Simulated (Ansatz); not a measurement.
**Pt under pressure: fit and missing row**

Pt, Fm-3m, a = 3.918 Å. Ansatz: PBEsol, PAW, 420 eV, Γ-centred 18×18×18 mesh on 1 atom, Gaussian smearing 0.10 eV; no spin polarisation. Cell and atoms are relaxed at each pressure, and no other structure is tried, so the rows at high pressure may lie past a change of phase.

| V (Å³/atom) | P (GPa) |
| --- | --- |
| ? | 39.97 |
| 14.170 | 20.00 |
| 14.564 | 10.00 |
| 14.785 | 5.07 |
| 14.935 | 1.99 |
| 15.037 | 0.00 |
| 15.143 | -1.99 |

Question: Take V0 = 15.037 Å³/atom, fit the third-order Birch–Murnaghan form to the other rows, and predict the missing volume.

Answer: With the Eulerian strain f = ½[(V0/V)^(2/3) − 1] and y = P/[3f(1 + 2f)^(5/2)], the form is the line y = B0 + 1.5 B0 (B0′ − 4) f. Rows (f, y): 0.02019, 299.1; 0.01077, 293.4; 0.00567, 289.8; 0.00227, 288.9; -0.00234, 286.8. Means f = 0.007312, y = 291.60; Σ(Δf)² = 0.0002991, ΣΔfΔy = 0.1657; the slope is their ratio. y = 287.5 + 554.1 f GPa, so B0 = 287.5 GPa and B0′ = 4 + 2 × (554.1)/(3 × 287.5) = 5.28. P = 39.97 GPa is met at f = 0.03634 (y = 307.64), so V = V0 (1 + 2f)^(−3/2) = 13.535 Å³/atom. The run gave 13.536 Å³/atom, so the fit is 0.001 Å³/atom too low, a small miss on the scale of the series. The form still works here, 91 % of the fitted range beyond its end.

Spin–orbit coupling is left out, which can shift energies with elements as heavy as these.